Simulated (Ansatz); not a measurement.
# Collinear states of FeCo3

Computed with Ansatz 0.2.0, DFT r2SCAN, scalar-relativistic, plane waves, PAW.

```
Fe Co
1.0
     3.53570    0.00000    0.00000
     0.00000    3.53570    0.00000
     0.00000    0.00000    3.53570
Fe Co
1 3
Direct
  0.00000 0.00000 0.00000
  0.50000 0.50000 0.00000
  0.50000 0.00000 0.50000
  0.00000 0.50000 0.50000
```

```json
{
 "plane-wave cutoff": "500 eV",
 "Γ-centred k-mesh": "12×12×12",
 "occupation rule": "Gaussian smearing, 0.1 eV",
 "list of starting moments (μB, in atom order)": "4 3 3 3",
 "check for lower electronic states after the SCF": "off"
}
```

Each order was relaxed in cell and atoms. r2SCAN tends to overstate moments in metals. Site moments are spin moments in atom-centred spheres that scale with the neighbour distance. The states are those that the runs reached from these starts; a lower one can exist. No antiferromagnetic start is among these.

Order the starts by the energy of the state that they reach, lowest first.
A. no spin
B. ferromagnetic

B (0.00 meV/atom), A (576 meV/atom).

```json
{"start": "no spin", "ends": "non-magnetic", "energy above lowest (meV/atom)": "576", "site moments (μB)": "none over 0.05", "gap on mesh (eV)": "metal", "volume (Å³/atom)": "9.92"}
{"start": "ferromagnetic", "ends": "ferromagnetic", "energy above lowest (meV/atom)": "0.00", "site moments (μB)": "Fe +2.92, Co +1.90 (×3)", "gap on mesh (eV)": "metal", "volume (Å³/atom)": "11.06"}
```

Cost: 2 runs of about 3.8 core-minutes in all, on Oxide Virtual Turin-like Processor (Zen 5) (shared hosts).